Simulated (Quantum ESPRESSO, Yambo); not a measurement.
# InP (F-43m): G0W0 on several meshes in Yambo, part 2 of 2

Wanted: mesh dependence and cost of G0W0 for InP (F-43m).

Quantum ESPRESSO 7.5 and Yambo 5.3.0; PBE and many-body steps on it, plane waves. Known limits of the many-body steps: not at the basis limit; exchange with frozen shells missing; no spin-orbit coupling; coarse k mesh.

So far. Step 4 (4×4×4): The gap on the mesh goes from 0.71 eV to 1.05 eV, a correction of +0.34 eV. Step 5 (Empty states on the mesh, 2×2×2 mesh, 140 bands): On this mesh the gap is 0.709 eV.

The database entry behind the starting cell differs from later determinations by our own check (0.1 to 0.3 % short, probably kX units), so it need not match the best structure at ambient conditions.

## 6. Conversion and set-up

This step: Yambo 5.3.0; conversion and set-up on PBE, plane waves, norm-conserving pseudopotentials.

Run with:

```
$ (cd o/x.save; p2y > p2y.log; mv SAVE ../..); yambo > setup.log
```

The log of the run:

```text
 Yambo, version 5.3.0

 [02] CORE Variables Setup
 =========================

  [02.01] Unit cells
  ==================

  Cell kind             :  FCC
  Atoms in the cell     :  In  P
  number of In atoms    :  1
  number of P  atoms    :  1

  List of atomic masses
  Mass of In    :  114.8200
  Mass of P     :  30.97400

  List of atomic coordinates    : [cc]
  In1       :  0.000000  0.000000  0.000000  order 1
  P1       :  2.768921  2.768921  2.768921  order 2

  Alat factors          :  5.537842  5.537842  5.537842 [a.u.]
  Direct lattice volume :  339.6658 [a.u.]
[...]
0.000000  0.000000  0.000000  0.000000  0.000000  0.000000  0.000000  0.000000

 [03] Transferred momenta grid and indexing
 ==========================================

 IBZ Q-points                                      :  3
 BZ  Q-points                                      :   8

 K/Q-points units:
 rlu = crystal or reduced units; cc = cartesian coordinates; iku = interal k-units

 Q [1]          [rlu]:  0.000000  0.000000  0.000000
 Q [2]          [rlu]: -0.10839E-15 -0.52875E-16 -0.50000
 Q [3]          [rlu]: -0.17475E-18 -0.50000     -0.50000

  [03.01] X indexes
  =================

   [03.01.01] Sigma indexes
   ========================

 [06] Game Over & Game summary
```

The job ended after 2.3 s (1 MPI rank of Arm Neoverse V1, shared host; peak memory 0.24 GiB).

## 7. 2×2×2

This step: G0W0 on PBE, plane waves, norm-conserving pseudopotentials.

gw11.in reads:

```
HF_and_locXC
gw0
dyson
ppa
em1d
rim_cut
RandQpts= 1000000
RandGvec= 1 RL
EXXRLvcs= 62 Ry
VXCRLvcs= 248 Ry
Chimod= "HARTREE"
% BndsRnXp
 1 | 140 |
%
NGsBlkXp= 10.5 Ry
% LongDrXp
 1 | 1 | 1 |
%
% GbndRnge
 1 | 140 |
%
DysSolver= "n"
ExtendOut
PPAPntXp= 27.21138 eV
% QPkrange
 1 | 1 | 8 | 11 |
%
```

Run with:

```
$ OMP_NUM_THREADS=1 mpirun -n 4 yambo -F gw11.in -J gw11 -C gw11 > gw11.log
```

The log of the run:

```text
 Yambo, version 5.3.0

 [02] CORE Variables Setup
 =========================

  [... cell, symmetries and grids as in the set-up ...]

  [02.05] Energies & Occupations
  ==============================

  [X] === General ===
  [X] Electronic Temperature                        :  0.000000  0.000000 [eV K]
  [X] Bosonic    Temperature                        :  0.000000  0.000000 [eV K]
  [X] Finite Temperature mode                       : no
  [X] El. density                                   :  0.35762E+24 [cm-3]
  [X] Fermi Level                                   :  7.148157 [eV]

  [X] === Gaps and Widths ===
  [X] Conduction Band Min                           :  0.709393 [eV]
  [X] Valence Band Max                              :  0.000000 [eV]
  [X] Filled Bands                                  :   9
  [X] Empty Bands                                   :   10  140
  [X] Direct Gap                                    :  0.709393 [eV]
  [X] Direct Gap localized at k                     :  1
  [X] Indirect Gap                                  :  0.709393 [eV]
  [X] Indirect Gap between kpts                     :  1  1
  [X] Last valence band width                       :  2.319616 [eV]
  [X] 1st conduction band width                     :  1.051007 [eV]

 [03] Transferred momenta grid and indexing
 ==========================================

 IBZ Q-points                                      :  3
 BZ  Q-points                                      :   8

 K/Q-points units:
 rlu = crystal or reduced units; cc = cartesian coordinates; iku = interal k-units

 Q [1]          [rlu]:  0.000000  0.000000  0.000000
 Q [2]          [rlu]: -0.10839E-15 -0.52875E-16 -0.50000
 Q [3]          [rlu]: -0.17475E-18 -0.50000     -0.50000

 [04] Coloumb potential Random Integration (RIM)
[...]
================================================

 [VXC] Plane waves :  22227
 [EXS] Plane waves :  2837

 QP @ state[ 1 ] K range:  1  1
 QP @ state[ 1 ] b range:   8  11

 [xc] Functional : Perdew, Burke & Ernzerhof(X)+Perdew, Burke & Ernzerhof(C)
 [xc] LIBXC used to calculate xc functional
  PP Number of Atomic Species                      :  2
  NLCC RL compoments                               :  22227
  PP Number of Atomic Species                      :  2
  NLCC RL compoments                               :  22227

 [xc] E_xc :  -9.164005 [Ha]
      E_xc :  -18.32801 [Ry]

  Local XC kind (lXC) : Perdew, Burke & Ernzerhof(X)+Perdew, Burke & Ernzerhof(C)
  Non-Local XC kind (nlXC) : Hartree-Fock

  Corrections @ K [1] :  [eV]
 <8|nlXC|8> = -14.81864 -0.11414E-16 <8|lXC|8> = -12.66052 -0.94408E-16
 <9|nlXC|9> = -14.81864  0.28393E-17 <9|lXC|9> = -12.66052  0.000000
 <10|nlXC|10> = -6.518328  0.87838E-17 <10|lXC|10> = -11.20326  0.18882E-15
 <11|nlXC|11> = -5.899070 -0.13359E-16 <11|lXC|11> = -10.13525  0.000000

 [08] Dyson equation: Newton solver
 ==================================

  [08.01] G0W0 (W PPA)
  ====================

  [  GW  ] Bands range     :    1  140
  [GW/PPA] G damping       :  0.100000 [eV]

  QP @ state[ 1 ] K range:  1  1
  QP @ state[ 1 ] b range:   8  11

   Sc/G bands                                       :    1  140
   Sc/G damping                                     :  0.100000 ev
   Sc bands terminator                              : no
   Sx RL components                                 :  2837

   QP @ state[ 1 ] K range                          :  1  1
   QP @ state[ 1 ] b range                          :   8  11
   GF energies kind                                 : Perdew, Burke & Ernzerhof(X)+Perdew, Burke & Ernzerhof(C)
   GF WF`s kind                                     : Perdew, Burke & Ernzerhof(X)+Perdew, Burke & Ernzerhof(C)
   Xs energies kind                                 : Perdew, Burke & Ernzerhof(X)+Perdew, Burke & Ernzerhof(C)
   Xs WF`s kind                                     : Perdew, Burke & Ernzerhof(X)+Perdew, Burke & Ernzerhof(C)

 [11] Game Over & Game summary
```

Elapsed: 6 s, on 4 MPI ranks; peak memory 1.1 GiB.

This step gave:

```
G0W0 gap on the points computed              : 1.082 eV
starting gap on the mesh                     : 0.7094 eV
k of the valence top                         : 0, 0, 0
k of the conduction bottom                   : 0, 0, 0
least direct G0W0 gap on the computed points : 1.082 eV
Z at the valence top                         : 0.7904
Z at the conduction bottom                   : 0.8010
```

Against G0W0 in Yambo (4×4×4 mesh, 140 bands, screening to 142.9 eV, Godby-Needs plasmon pole), the gap moves by +0.029 eV.

## 8. Side by side

Times are wall times on 4 MPI ranks of Arm Neoverse V1, shared host, good to a factor of about two.

```
  run   mesh  bands  screening cutoff (eV)  DFT gap (eV)  gap on the mesh (eV)  direct (eV)  time
4×4×4  4×4×4    140                  142.9         0.709                 1.053        1.053  52 s
2×2×2  2×2×2    140                  142.9         0.709                 1.082        1.082   6 s
```

## 9. Outcome

```
4×4×4        : 1.053 eV
2×2×2        : 1.082 eV
known limits : not at the basis limit; exchange with frozen shells missing; no spin-orbit coupling; coarse k mesh
```

In words: 2×2×2: +0.029 eV against 4×4×4. Bands and cutoff are finite, so the gap is not at the basis limit. The miss can reach some tenths of an eV and take either sign; the mesh is an error of its own. In the G0W0 runs levels were corrected at 1 k point alone, so a gap called «on the mesh» is the least over those, and an edge elsewhere would be missed. The 4×4×4 mesh is coarse for this cell, which bears on the long-range parts of exchange and screening. Mesh or cutoff lie under what a gap needs, so these runs test behaviour and cost; their gaps are not to be quoted. The norm-conserving file of at least one element keeps a d shell over frozen s and p shells of the same row. Exchange with those shells is missing from the self-energy, an error of 0.3 to 0.9 eV in cases checked, whose sign depends on which edge lies on those atoms. The many-body steps are scalar-relativistic: spin-orbit coupling is not in them.

[Paths, hosts, dates, memory and timing lines, banners, echoed tables and standing remarks are left out of the program output.]

[Logs are printed without paths, hosts, clocks, repeated set-up lines and the standing remarks that a program may print on its own settings, such as how far it seeks lower states.]

[Runs of the session that timed out or met a known fault of the program may be left out.]

[Hosts, paths, dates, database ids (printed as entryN), source tags and the programs' standing remarks are cut or masked in the printed files.]
